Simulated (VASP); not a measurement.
# PtSe₂: relaxation with set parts of the cell free, by functional and free to move

PtSe₂, P1 (no. 1), 3 atoms in the cell.

| Functional | Free to move | Volume (Å³/atom) | Pressure in a fresh run at the final cell (GPa) | Pressure printed at the end of the relaxation (GPa) | Ionic steps, all stages | Electronic steps, all stages |
|---|---|---|---|---|---|---|
| PBE | atoms | 20.593 | 3.23 | 3.23 | 11 | 73 |
| PBE | atoms, shape and volume | 22.795 | 0.02 | 0.01 | 39 | 246 |
| PBE | atoms and shape at fixed volume | 20.593 | 2.37 | 2.37 | 16 | 109 |
| PBE | shape alone | 20.593 | 4.25 | 4.25 | 11 | 81 |
| PBE | shape and volume | 21.488 | 0.00 | 0.00 | 15 | 105 |
| PBE | volume alone | 21.455 | 0.02 | 0.01 | 7 | 67 |
| PBE | atoms and volume | 21.600 | -0.02 | -0.02 | 17 | 114 |
| PBE | atoms and the z components of the lattice | 22.957 | 0.71 | 0.71 | 19 | 150 |
| PBE | atoms and the x and y components of the lattice | 21.288 | 0.37 | 0.37 | 15 | 106 |
| PBE | atoms and the y and z components of the lattice | 22.834 | 0.41 | 0.41 | 33 | 226 |
| optB86b-vdW | atoms | 20.593 | 1.20 | 1.20 | 10 | 69 |
| optB86b-vdW | atoms, shape and volume | 20.733 | 0.00 | 0.00 | 18 | 126 |
| optB86b-vdW | atoms and shape at fixed volume | 20.593 | 0.28 | 0.28 | 19 | 112 |
| optB86b-vdW | atoms and volume | 20.946 | -0.04 | -0.04 | 12 | 90 |
| optB86b-vdW | atoms and the z components of the lattice | 20.651 | 1.12 | 1.12 | 13 | 92 |
| optB86b-vdW | atoms and the x and y components of the lattice | 20.905 | -0.18 | -0.18 | 12 | 91 |
| optB86b-vdW | atoms and the y and z components of the lattice | 20.676 | 0.50 | 0.50 | 19 | 132 |

Limits: the start was distorted on purpose (random strain, atoms moved at random), so the space group given is the start's and not the crystal's; rows 1, 2, 3, 4, 5, 6, 7, 8, 9, 10: the crystal is layered and the functional holds no dispersion, so the layer spacing and the volume aren't physical.

## Input of the first row

INCAR.step1:
```
ALGO = Normal
EDIFF = 1E-6
EDIFFG = -0.01
ENCUT = 300
IBRION = 2
ISIF = 2
ISMEAR = 0
ISYM = 0
KPAR = 4
LASPH = True
LCHARG = False
LREAL = False
LWAVE = False
NELM = 100
NSW = 80
POTIM = 0.5
PREC = Accurate
SIGMA = 0.05
```

INCAR.step3, as INCAR.step1 but for:
```
- EDIFFG = -0.01
- IBRION = 2
- NSW = 80
- POTIM = 0.5
+ NSW = 0
```

KPOINTS:
```
k-points
0
Gamma
  5 5 4
```

POSCAR.step1:
```
PtSe2
1.0
    3.7368700000     -0.0089660000     -0.0038450000
   -1.8762000000      3.2587600000      0.0184910000
   -0.0052270000      0.0260060000      5.0804550000
Pt Se
1 2
Direct
    0.0108390000      0.0007480000     -0.0004560000
    0.6576560000      0.3352810000      0.7506010000
    0.3315040000      0.6639710000      0.2498550000
```

POSCAR.step3:
```
PtSe2
1.0
    3.7368700000     -0.0089660000     -0.0038450000
   -1.8762000000      3.2587600000      0.0184910000
   -0.0052270000      0.0260060000      5.0804550000
Pt Se
1 2
Direct
    0.9999816540      0.9999616873      0.0000306394
    0.6688121179      0.3378024316      0.7450516975
    0.3312052281      0.6622358811      0.2549176631
```

Commands (each step's output is kept before the next begins):
```
cat potpaw_PBE.64/Pt/POTCAR potpaw_PBE.64/Se/POTCAR > POTCAR
cp INCAR.step1 INCAR
cp POSCAR.step1 POSCAR
mpirun -np 4 vasp_std > vasp.out
cp CONTCAR POSCAR
mpirun -np 4 vasp_std > vasp.out
cp CONTCAR POSCAR
cp INCAR.step3 INCAR
cp POSCAR.step3 POSCAR
mpirun -np 4 vasp_std > vasp.out
```

VASP 6.6.1 took 62 s on 4 cores (Intel Xeon Platinum 8488C (Sapphire Rapids)), a shared host.
